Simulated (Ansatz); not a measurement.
The system is Sb.

```
Sb
1.0
    -1.57654    1.57654    2.71194
     1.57654   -1.57654    2.71194
     1.57654    1.57654   -2.71194
Sb
1
Direct
  0.00000 0.00000 0.00000
```

This isn't the form of Sb at room conditions, which is rhombohedral.

Base run:

```yaml
Program: Ansatz 0.2.0
Functional: PBEsol
Potentials_or_basis: all-electron LAPW, scalar-relativistic
Cutoff: 185 eV (chosen from the basis error)
Basis_error_allowed: 0.001 eV/atom
k_mesh: 12 × 12 × 12
Occupations: fermi-dirac, width 0.05 eV
Spin: no spin polarisation
```

Its results: band gap on the k mesh none (metal or under the smearing width); pressure -1.3 GPa.

**Question.** The run is repeated on the same cell with these changes: k mesh from 12 × 12 × 12 to 7 × 7 × 7; occupations from fermi-dirac, width 0.05 eV to fermi-dirac, width 0.03 eV. What comes out?

**Answer.** Band gap on the k mesh none (metal or under the smearing width); pressure -0.5 GPa.

Caveats: some runs use coarse meshes; the k mesh is thin for a metal, which can move the energy by tens of meV per atom (some runs).
